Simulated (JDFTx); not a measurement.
# Mo under changes of volume

One of the cells (15.892 Å³/atom); the others are scaled copies at fixed shape and fractional positions:

```
CELL_PARAMETERS angstrom
-1.58381 1.58381 1.58381
1.58381 -1.58381 1.58381
1.58381 1.58381 -1.58381
ATOMIC_POSITIONS crystal
Mo 0.00000 0.00000 0.00000
```

```yaml
Program: JDFTx 1.7.0 (patched build)
Functional: RPBE
Potentials_or_basis: PseudoDojo-SR-PBE-0.5-standard with smoothed tails
Cutoff: 1088 eV
Density_cutoff: 4354 eV
k_mesh: 12 × 12 × 12
Occupations: fermi-dirac, width 0.05 eV
Spin: no spin polarisation
```

| volume (Å³/atom) | energy over the lowest point (meV/atom) | pressure (GPa) |
| --- | --- | --- |
| 14.938 | 60.64 | 19.8 |
| 15.256 | 28.19 | 13.0 |
| 15.574 | 8.41 | 7.0 |
| 15.892 | 0.00 | 1.6 |
| 16.209 | 1.81 | -3.3 |
| 16.527 | ? | ? |
| 16.845 | 32.15 | -11.7 |

Q: What does the run at 16.527 Å³/atom give?

A: Energy over the lowest point 12.83 meV/atom; pressure -7.7 GPa.

Worked out: A Birch-Murnaghan fit of order 3 (a polynomial in V^(-2/3)) to the other rows has its minimum at 15.99 Å³/atom with B0 = V·E''(V) = 251 GPa and B' = 4.3. It gives 12.83 meV/atom at 16.527 Å³/atom, against the run's 12.83, and -dE/dV = -7.7 GPa, against -7.7.

Energies are extrapolated to zero smearing.

Caveats: the potentials were made for another functional, which shifts forces and pressure.
